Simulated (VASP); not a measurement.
# BiTe (Fm-3m) in VASP: further runs

One crystal, BiTe, is run at these levels: PBE; tasks: single point.

Everything below comes from runs of VASP 6.6.1. Logs are shortened: lines on timing, memory, paths and dates and some standing lists are left out, and cuts for length are marked.

### Step 1. The undisturbed crystal

The structure is cubic, space group Fm-3m (No. 225). The conventional cell has a = 6.470 Å, b = 6.470 Å, c = 6.470 Å, α = 90.00°, β = 90.00°, γ = 90.00°. Around Bi (site symmetry m-3m) lie 6 Te at 3.23 Å. Te (site symmetry m-3m) has 6 Bi at 3.23 Å as nearest neighbours.

### Step 2. Single point, PBE (volume scaled by 0.96)

Contents of INCAR:

```
SYSTEM = BiTe
PREC = Accurate
ENCUT = 520
EDIFF = 1E-6
ISMEAR = -1
SIGMA = 0.05
LREAL = .False.
LASPH = .True.
NELM = 100
ALGO = Normal
ISIF = 2
LWAVE = .False.
LCHARG = .False.
GGA = PE
NBANDS = 18
```

Contents of KPOINTS:

```
regular mesh
0
Gamma
  7 7 7
  0 0 0
```

Contents of POSCAR:

```
BiTe
1.0
    0.0000000000      3.1912784242      3.1912784242
    3.1912784242      0.0000000000      3.1912784242
    3.1912784242      3.1912784242      0.0000000000
Bi Te
1 1
Direct
    0.0000000000      0.0000000000      0.0000000000
    0.5000000000      0.5000000000      0.5000000000
```

Potentials or basis: VASP PAW PBE potentials, release 64 (Bi_d, Te).

Launch:

```sh
$ cat potpaw_PBE.64/Bi_d/POTCAR potpaw_PBE.64/Te/POTCAR > POTCAR
$ mpirun -np 1 vasp_std > vasp.out
```

OUTCAR:

```text
SYSTEM = BiTe
   PREC = Accurate
   ENCUT = 520
   EDIFF = 1E-6
   ISMEAR = -1
   LREAL = .False.
   LASPH = .True.
   NELM = 100
   ISIF = 2
   GGA = PE

 ion  position               nearest neighbor table
   1  0.000  0.000  0.000-   2 3.19   2 3.19   2 3.19   2 3.19   2 3.19   2 3.19
   2  0.500  0.500  0.500-   1 3.19   1 3.19   1 3.19   1 3.19   1 3.19   1 3.19

  LATTYP: Found a face centered cubic cell.
 ALAT       =     6.3825568484

  Lattice vectors:

 A1 = (   0.0000000000,   3.1912784242,   3.1912784242)
 A2 = (   3.1912784242,   0.0000000000,   3.1912784242)
 A3 = (   3.1912784242,   3.1912784242,   0.0000000000)

Analysis of symmetry for initial positions (statically):
=====================================================================
 Subroutine PRICEL returns:
 Original cell was already a primitive cell.

 Routine SETGRP: Setting up the symmetry group for a
 face centered cubic supercell.

 Subroutine GETGRP returns: Found 48 space group operations
 (whereof 48 operations were pure point group operations)
 out of a pool of 48 trial point group operations.

The static configuration has the point symmetry O_h .

Analysis of symmetry for dynamics (positions and initial velocities):
=====================================================================
 Subroutine PRICEL returns:
 Original cell was already a primitive cell.

 Routine SETGRP: Setting up the symmetry group for a
 face centered cubic supercell.

 Subroutine GETGRP returns: Found 48 space group operations
 (whereof 48 operations were pure point group operations)
 out of a pool of 48 trial point group operations.

The dynamic configuration has the point symmetry O_h .

 Subroutine INISYM returns: Found 48 space group operations
 (whereof 48 operations are pure point group operations),
 and found     1 'primitive' translations

----------------------------------------------------------------------------------------

                                     Primitive cell

  volume of cell :      65.0016

  direct lattice vectors                    reciprocal lattice vectors
     0.000000000  3.191278424  3.191278424    -0.156677022  0.156677022  0.156677022
     3.191278424  0.000000000  3.191278424     0.156677022 -0.156677022  0.156677022
     3.191278424  3.191278424  0.000000000     0.156677022  0.156677022 -0.156677022

  length of vectors
[... 75 lines left out ...]
   ENCUT  =  520.0 eV  38.22 Ry    6.18 a.u.   8.39  8.39  8.39*2*pi/ulx,y,z
   NELM   =    100;   NELMIN=  2; NELMDL= -5     # of ELM steps
   EDIFF  = 0.1E-05   stopping-criterion for ELM
   LREAL  =      F    real-space projection
   EDIFFG = 0.1E-04   stopping-criterion for IOM
   NSW    =      0    number of steps for IOM
   IBRION =     -1    ionic relax: 0-MD 1-quasi-New 2-CG
   NFREE  =      0    steps in history (QN), initial steepest desc. (CG)
   ISIF   =      2    stress and relaxation
   ISYM   =      2    0-nonsym 1-usesym 2-fastsym
   POTIM  = 0.5000    time-step for ionic-motion
   TEBEG  =    0.0;   TEEND  =   0.0 temperature during run
   PSTRESS=    0.0 pullay stress
   NELECT =      21.0000    total number of electrons
   NUPDOWN=      -1.0000    fix difference up-down
   EMIN   =  10.00;   EMAX   =-10.00  energy-range for DOS
   EFERMI =   0.00;   METHOD = LEGACY
   ISMEAR =    -1;   SIGMA  =   0.05  broadening in eV -4-tet -1-fermi 0-gaus
   EFERMI_NEDOS =   21; number of points for ismear=-14 and -15
   IALGO  =     38    algorithm
   IMIX   =      4    mixing-type and parameters
     AMIX     =   0.40;   BMIX     =  1.00
     AMIX_MAG =   1.60;   BMIX_MAG =  1.00
  volume/ion in A,a.u.               =      32.50       219.33
  Fermi-wavevector in a.u.,A,eV,Ry     =   1.123328  2.122782 17.168725  1.261866
  Thomas-Fermi vector in A             =   2.259993
   LORBIT       =      0    0 simple, 1 ext, 2 COOP (PROOUT), +10 PAW based schemes
   GGA     = PE    functional components
   LHFCALC =     F    Hartree Fock is set to
   AEXX    =    0.0000 exact exchange contribution
   IVDW    =     0    specifies the selected vdW correction
   LEPSILON=     F    determine dielectric tensor
   LRPA    =     F    only Hartree local field effects (RPA)
 non-spin polarized calculation
  energy-cutoff  :      520.00
  volume of cell :       65.00
 maximum number of plane-waves:      1807
 NGX is ok and might be reduce to    36
   NGX = 17   NGY = 17   NGZ = 17

 number of electron      21.0000003 magnetization

 Free energy of the ion-electron system (eV)
  ---------------------------------------------------
  ext. energy  EPLUGINS =         0.00000000
  ---------------------------------------------------
  free energy    TOTEN  =        -7.12388495 eV

  energy without entropy =       -7.10241036  energy(sigma->0) =       -7.11314766

 E-fermi :   7.2081     XC(G=0):  -9.6149

 val. band max:        7.1861188764   @ k =   0.2857   0.1429   0.0000
 cond. band min:       7.2136920143   @ k =   0.1429   0.1429   0.0000
 fundamental gap:      0.0275731379
 Fermi energy:         7.2081365056

 k-point     1 :       0.0000    0.0000    0.0000
  band No.  band energies     occupation
      1     -16.0125      2.00000
      2     -16.0125      2.00000
      3     -16.0075      2.00000
      4     -16.0075      2.00000
      5     -16.0075      2.00000
      6      -6.6537      2.00000
[... 397 lines left out ...]
      5     -15.9956      2.00000
      6      -4.2358      2.00000
[... 10 lines left out ...]
     17      16.7024      0.00000
     18      17.6078      0.00000

------------------------ aborting loop because EDIFF is reached ----------------------------------------

  FORCE on cell =-STRESS in cart. coord.  units (eV):
  Direction    XX          YY          ZZ          XY          YZ          ZX
  --------------------------------------------------------------------------------------
  -------------------------------------------------------------------------------------
  Total        1.2600247      1.2600247      1.2600247      0.0000000      0.0000000      0.0000000
  in kB       31.0574323     31.0574323     31.0574323      0.0000000      0.0000000      0.0000000
  external PRESSURE =      31.0574323 kB  Pullay stress =       0.0000000 kB

 VOLUME and BASIS-vectors are now :
 -----------------------------------------------------------------------------
  energy-cutoff  :      520.00
  volume of cell :       65.00
      direct lattice vectors                 reciprocal lattice vectors
     0.000000000  3.191278424  3.191278424    -0.156677022  0.156677022  0.156677022
     3.191278424  0.000000000  3.191278424     0.156677022 -0.156677022  0.156677022
     3.191278424  3.191278424  0.000000000     0.156677022  0.156677022 -0.156677022

 POSITION                                       TOTAL-FORCE (eV/Angst)
 -----------------------------------------------------------------------------------
      0.00000      0.00000      0.00000        -0.000000      0.000000     -0.000000
      3.19128      3.19128      3.19128         0.000000      0.000000      0.000000
 -----------------------------------------------------------------------------------
    total drift:                               -0.000000      0.000000      0.000000

  FREE ENERGIE OF THE ION-ELECTRON SYSTEM (eV)
  ---------------------------------------------------
  free  energy   TOTEN  =        -7.1238849549 eV

  energy  without entropy=       -7.1024103636  energy(sigma->0) =       -7.11314766
```

OSZICAR:

```text
N       E                     dE             d eps       ncg     rms          rms(c)
DAV:   1     0.162095212458E+03    0.16210E+03   -0.97890E+03   720   0.113E+03
DAV:   2     0.486154903337E+01   -0.15723E+03   -0.15351E+03   814   0.316E+02
DAV:   3    -0.679384603980E+01   -0.11655E+02   -0.11492E+02   908   0.887E+01
DAV:   4    -0.713041612846E+01   -0.33657E+00   -0.33629E+00   902   0.155E+01
DAV:   5    -0.714320548345E+01   -0.12789E-01   -0.12789E-01   992   0.289E+00    0.676E+00
DAV:   6    -0.712015962688E+01    0.23046E-01   -0.76593E-02  1010   0.174E+00    0.415E+00
DAV:   7    -0.712408423133E+01   -0.39246E-02   -0.25500E-02   814   0.822E-01    0.477E-01
DAV:   8    -0.712375512989E+01    0.32910E-03   -0.43175E-03   912   0.442E-01    0.130E-01
DAV:   9    -0.712388257687E+01   -0.12745E-03   -0.38975E-04   820   0.114E-01    0.409E-02
DAV:  10    -0.712388495106E+01   -0.23742E-05   -0.11227E-05  1058   0.197E-02    0.289E-02
DAV:  11    -0.712388495487E+01   -0.38076E-08   -0.60144E-06   786   0.142E-02
   1 F= -.71238850E+01 E0= -.71131477E+01  d E =-.214746E-01
```

stdout:

```text
POSCAR found type information on POSCAR BiTe
 POSCAR found :  2 types and       2 ions
 scaLAPACK will be used
 LDA part: xc-table for (Slater+PW92), standard interpolation
 POSCAR, INCAR and KPOINTS ok, starting setup
 FFT: planning ... GRIDC
 FFT: planning ... GRID_SOFT
 FFT: planning ... GRID
 WAVECAR not read
 entering main loop
```

Wall time 36 s (1 thread of Intel Xeon Platinum 8259CL at 2.50GHz (Skylake/Cascade Lake), shared host); peak memory 0.2 GiB.

What came out:

```
Free energy            : -7.1239 eV
Pressure               : 3.1 GPa
Band gap on the k mesh : none (metal or under the smearing width)
```

Caveat: spin-orbit coupling is left out, which moves the levels of the heavy elements.

### Step 3. Single point, PBE (volume scaled by 1.04)

Contents of INCAR:

```
SYSTEM = BiTe
PREC = Accurate ; ENCUT = 520
EDIFF = 1E-6 ; ISMEAR = -1
SIGMA = 0.05 ; LREAL = .False.
LASPH = .True. ; NELM = 100
ALGO = Normal ; ISIF = 2
LWAVE = .False. ; LCHARG = .False.
GGA = PE ; NBANDS = 18
```

KPOINTS is that of step 2.

Contents of POSCAR:

```
BiTe
1.0
    0.0000000000      3.2775706714      3.2775706714
    3.2775706714      0.0000000000      3.2775706714
    3.2775706714      3.2775706714      0.0000000000
Bi Te
1 1
Direct
    0.0000000000      0.0000000000      0.0000000000
    0.5000000000      0.5000000000      0.5000000000
```

Potentials or basis: VASP PAW PBE potentials, release 64 (Bi_d, Te).

Launch:

```sh
$ cat potpaw_PBE.64/Bi_d/POTCAR potpaw_PBE.64/Te/POTCAR > POTCAR
$ mpirun -np 1 vasp_std > vasp.out
```

It took 38 s on 1 thread of Intel Xeon Platinum 8259CL at 2.50GHz (Skylake/Cascade Lake), shared host; peak memory 0.2 GiB.

It converged, with:

```
Free energy            : -7.1570 eV
Pressure               : -1.0 GPa
Band gap on the k mesh : none (metal or under the smearing width)
```

Levels at points of the mesh, in eV from the Fermi level:
```tsv
k point	band 6	band 7	band 8	band 9	band 10	band 11	band 12	band 13	band 14	band 15
(0.00, 0.00, 0.00)	-13.28	-8.29	-2.47	-2.47	-2.47	2.04	2.04	2.04	4.70	4.70
```

Caveat: spin-orbit coupling is left out, which moves the levels of the heavy elements.
